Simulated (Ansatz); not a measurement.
# Fe: starts and ends of a spin-polarised SCF, part 2 of 2

Wanted: the lowest electronic state of Fe in this cell. One SCF may end in a higher state, so several starts are tried. We look at Fe: its deposited structure (space group Fm-3m, primitive cell doubled), with 2 atoms per cell. Source: COD entry 9015445, which need not be the ambient phase.

Ansatz 0.2.0; DFT PBE, PAW, plane waves, scalar-relativistic. Earlier steps stand in the parts before.

## 6. Parallel moments scaled by 0.2, plain SCF

This is Fe in the fcc structure; at room conditions it is bcc.

input.yaml

```yaml
crystal:
  lattice:
    - [0.0, 3.557, 3.557]
    - [1.7785, 0.0, 1.7785]
    - [1.7785, 1.7785, 0.0]
  atoms:
    - { symbol: Fe, position: [0.0, 0.0, 0.0], spin: 0.8 }
    - { symbol: Fe, position: [0.5, 0.0, 0.0], spin: 0.8 }
magnetization:
  spin_polarized: true
hamiltonian:
  xc: pbe
  pseudopotentials: { kind: paw }
basis:
  ecutwfc: 420
kpoints:
  mp_grid: { grid: [6, 12, 12] }
scf:
  occupations: { method: gaussian, width: 0.1 }
  lower_state_search: "off"
output:
  forces: true
  stress: true
```

The log of the run, cut to the lines that bear on the results:

```text
[... 10 lines as in an earlier run ...]
Bands: 21, of which v1, the nominal top of the filled ones, is band 16 counted from 1 (15 counted from 0)
[... 8 lines as in an earlier run ...]
Starting moments: Σ|m| = 1.6 μB on 2 of 2 sites
[... 2 lines as in an earlier run ...]
SCF iter   1: F=—  HF=-8960.873219 eV  |F-HF|=—  |Δ(HF+E_count)|=         —  Δρ=5.72e-2 (↑5.72e-2 ↓5.08e-2)  dr2=1.55e0  dr2_m=2.53e-2  M=1.374 μB ∫|m|=1.386 μB  β_m=0.30  ethr=3.10e-3  ⟨swp⟩=3.7  Hψ=14944  notcnv=0
[...]
spin-set hold released at iteration 15 (site moments' squared step at or under half its running peak, from the soft ceiling on): the magnetisation degrees of freedom join the quasi-Newton model from the next iteration; the mixer history was flushed
[...]
SCF iter  25: F=-8960.649598 eV  HF=-8960.649598 eV  |F-HF|=5.54e-9  |Δ(HF+E_count)|=   1.94e-7  Δρ=6.41e-6 (↑6.05e-6 ↓6.41e-6)  dr2=2.66e-10  dr2_m=7.81e-9  M=2.727 μB ∫|m|=2.839 μB  ethr=3.83e-11  ⟨swp⟩=3.8  Hψ=12108  notcnv=0
[...]
SCF converged after 25 iterations
Magnetization: 2.7272 μB (17.3636 up, 14.6364 down)
Absolute magnetization: 2.8393 μB (∫|ρ↑−ρ↓|, with the PAW one-centre terms)
Spin contamination: 0.0403 ħ² per cell (⟨S²⟩ above its minimum at these occupations)
Per-site moments (μB) at R_I (Å): [(1.3837718796876515, 1.0375112635307269), (1.3837718796876515, 1.0375112635307269)]
Free energy (F): -8960.649598 eV
[...]
E sigma→0 (E₀):  -8960.642707 eV
Entropy (-TS):   -0.013784 eV (-6.892 meV/atom)
Fermi energy:    18.769478 eV
[... 24 lines left out: energy terms, forces, stress ...]
```

Run time: 7.2 s. Hardware: 2 threads of an Arm CPU, shared host; peak memory 0.34 GiB.

Nothing new: the 25 iterations lead to the state found in step 2 (ferromagnetic).

## 7. Moments ++ scaled by 0.65, plain SCF

input.yaml: that of step 6 with these lines changed.

```diff
@@ -6,4 +6,4 @@
   atoms:
-    - { symbol: Fe, position: [0.0, 0.0, 0.0], spin: 0.8 }
-    - { symbol: Fe, position: [0.5, 0.0, 0.0], spin: 0.8 }
+    - { symbol: Fe, position: [0.0, 0.0, 0.0], spin: 2.6 }
+    - { symbol: Fe, position: [0.5, 0.0, 0.0], spin: 2.6 }
 magnetization:
```

The log of the run, cut to the lines that bear on the results:

```text
[... 10 lines as in an earlier run ...]
Bands: 23, of which v1, the nominal top of the filled ones, is band 16 counted from 1 (15 counted from 0)
[... 8 lines as in an earlier run ...]
Starting moments: Σ|m| = 5.2 μB on 2 of 2 sites
[... 2 lines as in an earlier run ...]
[...]
SCF iter   1: F=—  HF=-8960.443968 eV  |F-HF|=—  |Δ(HF+E_count)|=         —  Δρ=5.35e-2 (↑5.35e-2 ↓3.44e-2)  dr2=6.99e-1  dr2_m=1.55e-1  M=4.433 μB ∫|m|=4.459 μB  β_m=0.30  ethr=2.18e-3  ⟨swp⟩=1.0  Hψ=22398  notcnv=0
[...]
spin-set hold released at iteration 7 (site moments contracting): the magnetisation degrees of freedom join the quasi-Newton model from the next iteration; the mixer history was flushed
[...]
SCF iter  44: F=-8960.649598 eV  HF=-8960.649598 eV  |F-HF|=5.26e-9  |Δ(HF+E_count)|=    0.00e0  Δρ=4.53e-6 (↑1.84e-6 ↓4.53e-6)  dr2=4.40e-9  dr2_m=3.87e-10  M=2.727 μB ∫|m|=2.839 μB  ethr=1.37e-11  ⟨swp⟩=1.6  Hψ=13805  notcnv=0
[...]
SCF converged after 44 iterations
Magnetization: 2.7273 μB (17.3637 up, 14.6363 down)
Absolute magnetization: 2.8395 μB (∫|ρ↑−ρ↓|, with the PAW one-centre terms)
Spin contamination: 0.0403 ħ² per cell (⟨S²⟩ above its minimum at these occupations)
Per-site moments (μB) at R_I (Å): [(1.383864842932847, 1.0375112635307269), (1.383864842932847, 1.0375112635307269)]
Free energy (F): -8960.649598 eV
[...]
E sigma→0 (E₀):  -8960.642706 eV
Entropy (-TS):   -0.013785 eV (-6.892 meV/atom)
Fermi energy:    18.769380 eV
[... 29 lines left out: energy terms, forces, stress, bands ...]
```

It took 33 s on 2 threads of an Arm CPU, shared host; peak memory 0.54 GiB.

Nothing new: the 44 iterations lead to the state found in step 2 (ferromagnetic).

## 8. A moment on one site alone, plain SCF

input.yaml: that of step 7 with these lines changed.

```diff
@@ -6,4 +6,4 @@
   atoms:
-    - { symbol: Fe, position: [0.0, 0.0, 0.0], spin: 2.6 }
-    - { symbol: Fe, position: [0.5, 0.0, 0.0], spin: 2.6 }
+    - { symbol: Fe, position: [0.0, 0.0, 0.0] }
+    - { symbol: Fe, position: [0.5, 0.0, 0.0], spin: 4.0 }
 magnetization:
```

The log of the run, cut to the lines that bear on the results:

```text
[... 10 lines as in an earlier run ...]
Bands: 22, of which v1, the nominal top of the filled ones, is band 16 counted from 1 (15 counted from 0)
[... 2 lines as in an earlier run ...]
Magnetic group: BNS 166.97 (UNI 1327), of the structure as read, at distance tolerance 2.8e-5 Å
[... 5 lines as in an earlier run ...]
Starting moments: Σ|m| = 4 μB on 1 of 2 sites
[... 2 lines as in an earlier run ...]
SCF iter   1: F=—  HF=-8960.466612 eV  |F-HF|=—  |Δ(HF+E_count)|=         —  Δρ=1.09e-1 (↑1.09e-1 ↓3.43e-2)  dr2=2.36e0  dr2_m=8.31e-1  M=2.874 μB ∫|m|=3.110 μB  β_m=0.30  ethr=3.10e-3  ⟨swp⟩=4.2  Hψ=15678  notcnv=0
[...]
spin-set hold released at iteration 6 (the charge has settled, or the pull on large starting moments outlasts its swing): the magnetisation degrees of freedom join the quasi-Newton model from the next iteration; the mixer history was flushed
[...]
SCF converged after 40 iterations
Magnetization: 1.5547 μB (16.7774 up, 15.2226 down)
Absolute magnetization: 2.0225 μB (∫|ρ↑−ρ↓|, with the PAW one-centre terms)
Spin contamination: 0.2201 ħ² per cell (⟨S²⟩ above its minimum at these occupations)
Per-site moments (μB) at R_I (Å): [(-0.07875604315176216, 1.0375112635307269), (1.656010472767179, 1.0375112635307269)]
Free energy (F): -8960.597044 eV
[...]
E sigma→0 (E₀):  -8960.588726 eV
Entropy (-TS):   -0.016636 eV (-8.318 meV/atom)
Fermi energy:    18.788904 eV
[...]
--- Forces (eV/Å), atoms counted from 1 ---
  atom   1  Fe     0.00000000    -0.00000000    -0.00000000
  atom   2  Fe     0.00000000     0.00000000     0.00000000
[...]
--- Stress (GPa, compression-positive) ---
      -13.630810      -0.846883      -0.846883
       -0.846883     -13.630810       0.846883
       -0.846883       0.846883     -13.630810
  P = ⅓ Tr σ = -13.6308 GPa (-136.308 kbar)
```

Wall time 11 s (2 threads of an Arm CPU, shared host); peak memory 0.35 GiB.

The state reached is magnetic with very unequal moments on like atoms, site moments Fe1 -0.08, Fe2 1.66 μB, total 1.55 μB per cell, no gap on the k-mesh. It lies 26.3 meV/atom above the lowest state so far (step 2). The program's check reads this end as a saddle point, not a minimum.

## 9. Parallel moments, spin not held back in the first iterations, no switch to direct minimisation

input.yaml: that of step 8 with these lines changed.

```diff
@@ -6,3 +6,3 @@
   atoms:
-    - { symbol: Fe, position: [0.0, 0.0, 0.0] }
+    - { symbol: Fe, position: [0.0, 0.0, 0.0], spin: 4.0 }
     - { symbol: Fe, position: [0.5, 0.0, 0.0], spin: 4.0 }
@@ -20,2 +20,4 @@
   lower_state_search: "off"
+  algorithm: density_mixing
+  mixing: { spin_hold: "off" }
 output:
```

The log of the run, cut to the lines that bear on the results:

```text
[... 19 lines as in an earlier run ...]
Starting moments: Σ|m| = 8 μB on 2 of 2 sites
[... 2 lines as in an earlier run ...]
[...]
SCF iter   1: F=—  HF=-8959.600732 eV  |F-HF|=—  |Δ(HF+E_count)|=         —  Δρ=1.33e-1 (↑1.33e-1 ↓8.74e-2)  dr2=4.83e-1  dr2_m=2.43e0  M=5.614 μB ∫|m|=5.647 μB  β_m=0.30  ethr=1.51e-3  ⟨swp⟩=1.0  Hψ=23307  notcnv=0
[...]
SCF iter  61: F=-8960.649598 eV  HF=-8960.649598 eV  |F-HF|=9.92e-9  |Δ(HF+E_count)|=   1.19e-6  Δρ=8.75e-6 (↑4.37e-6 ↓8.75e-6)  dr2=3.30e-9  dr2_m=8.38e-9  M=2.727 μB ∫|m|=2.839 μB  ethr=3.13e-10  ⟨swp⟩=2.8  Hψ=16451  notcnv=0
at 14 of the mixer's solves, the last at iteration 59, it left a direction of its history that read negative out of its fit and stepped the other way along it
[...]
SCF converged after 61 iterations
Magnetization: 2.7274 μB (17.3637 up, 14.6363 down)
Absolute magnetization: 2.8396 μB (∫|ρ↑−ρ↓|, with the PAW one-centre terms)
Spin contamination: 0.0403 ħ² per cell (⟨S²⟩ above its minimum at these occupations)
Per-site moments (μB) at R_I (Å): [(1.3838931532859224, 1.0375112635307269), (1.3838931532859224, 1.0375112635307269)]
Free energy (F): -8960.649598 eV
[...]
E sigma→0 (E₀):  -8960.642706 eV
Entropy (-TS):   -0.013786 eV (-6.893 meV/atom)
Fermi energy:    18.769372 eV
[... 24 lines left out: energy terms, forces, stress ...]
```

It took 20 s on 2 threads of an Arm CPU, shared host; peak memory 0.34 GiB.

Nothing new: the 61 iterations lead to the state found in step 2 (ferromagnetic).

## 10. Comparing the starts

```
step  iterations  state  moments of Fe1 Fe2 (μB)  total (μB)  gap (eV)  pressure (GPa)  above lowest (meV/atom)
   2          37      1                1.38 1.38        2.73      none           -10.3                      0.0
   3          11      2               1.46 -1.46        0.00      none           -10.7                     11.2
   4           6      4                0.00 0.00        0.00      none           -21.6                     57.8
   5          33      4                0.00 0.00        0.00      none           -21.6                     57.8
   6          25      1                1.38 1.38        2.73      none           -10.3                      0.0
   7          44      1                1.38 1.38        2.73      none           -10.3                      0.0
   8          40      3               -0.08 1.66        1.55      none           -13.6                     26.3
   9          61      1                1.38 1.38        2.73      none           -10.3                      0.0
```

States are numbered from the lowest. Starts by step: 2 parallel moments, plain SCF; 3 opposed moments +-, plain SCF; 4 no spin polarisation; 5 spin on, no moments given (the program may seed its own), plain SCF; 6 parallel moments scaled by 0.2, plain SCF; 7 moments ++ scaled by 0.65, plain SCF; 8 a moment on one site alone, plain SCF; 9 parallel moments, spin not held back in the first iterations, no switch to direct minimisation.

The 8 runs of this session took 1.9 min in all, from 1.6 s to 33 s each.

Decimal logarithm of the largest residual (eV) by iteration, counted through all cycles of a run (7 of the 8 runs):

| iteration | step 2 | step 3 | step 4 | step 5 | step 6 | step 7 | step 8 |
| --- | --- | --- | --- | --- | --- | --- | --- |
| 1 | 0.3 | 0.5 | -3.8 | 0.2 | 0.2 | -0.2 | 0.4 |
| 2 | 0.0 | 0.3 | -4.5 | 1.3 | -0.6 | -0.8 | 0.4 |
| 3 | -0.2 | 0.2 | -5.5 | -1.3 | -1.8 | -1.5 | 1.1 |
| 4 | -2.2 | -1.3 | -7.5 | -1.6 | -2.1 | -1.8 | 0.1 |
| 5 | -2.6 | -2.1 | -8.9 | -1.7 | -2.3 | -2.0 | -0.1 |
| 9 | -2.8 | -5.4 | - | -3.2 | -2.3 | -3.2 | -0.7 |
| 13 | -2.8 | - | - | -0.7 | -2.4 | -2.7 | -2.3 |
| 17 | -2.4 | - | - | -1.5 | -1.9 | -2.8 | -2.9 |
| 21 | -2.0 | - | - | -2.4 | -4.4 | -3.0 | -2.5 |
| 24 | -3.0 | - | - | -2.5 | -6.7 | -2.9 | -3.0 |
| 28 | -2.8 | - | - | -5.3 | - | -3.3 | -2.8 |
| 32 | -3.1 | - | - | -8.3 | - | -3.0 | -3.8 |
| 36 | -8.1 | - | - | - | - | -2.9 | -6.5 |
| 40 | - | - | - | - | - | -3.1 | -7.4 |
| 44 | - | - | - | - | - | -8.4 | - |

## 11. Outcome

What follows sums up all 2 parts.

| quantity | value |
| --- | --- |
| distinct states | 4 from 8 converged runs |
| lowest state from plain starts | ferromagnetic |
| its moments | Fe1 1.38, Fe2 1.38 μB |
| total moment | 2.73 μB per cell |
| gap on the k-mesh | none |
| pressure | -10.3 GPa |
| largest force | 0.000 eV/Å |
| next state | antiferromagnetic, 11.2 meV/atom higher |
| highest state | non-magnetic, 57.8 meV/atom higher |

Distinct end states: 4, from 8 converged runs. Switching spin polarisation off costs 57.8 meV/atom in free energy, smearing entropy included. The best antiferromagnetic state lies 11.2 meV/atom above the best ferromagnetic one. These are lowest states among those tried, not proven ground states. State 3 reads as a saddle point, which a small push may leave.
